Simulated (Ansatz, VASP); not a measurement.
# One calculation of TaN, two programs

```
Ta N
1.0
     2.93800    0.00000    0.00000
    -1.46900    2.54438    0.00000
     0.00000    0.00000    2.88300
Ta N
1 1
Cartesian
  0.0000 1.6963 1.4415
  0.0000 0.0000 0.0000
```

Alike in both runs: task electric field gradients; functional PBEsol; k mesh 12 × 12 × 10; occupations fermi-dirac, width 0.02 eV; no spin polarisation.

|  | VASP | Ansatz |
| --- | --- | --- |
| version | VASP 6.6.1 | Ansatz 0.2.0 |
| potentials or method | VASP PAW PBE potentials, release 64 (Ta_pv, N) | PAW with Ansatz's default frozen-core files, scalar-relativistic |
| plane-wave cutoff (eV) | 520 | 420 |
| valence electrons in the cell | 16 | 18 |

```csv
,VASP,Ansatz,Ansatz less VASP
pressure (GPa),-4.1,-4.9,-0.79
largest component of the traceless stress (GPa),0.07,0.20,+0.131
Vzz of the field gradient on the site that differs most (V/Å²),19.4,51.9,+32.47
```

The two sets of potentials don't hold the same shells in valence. Ansatz warned: «gradients_without_spin_orbit».

Caveats: the PAW data sets were made with another functional, which shifts forces and pressure a little (VASP). Spin-orbit coupling is left out, which matters for the levels of Ta.
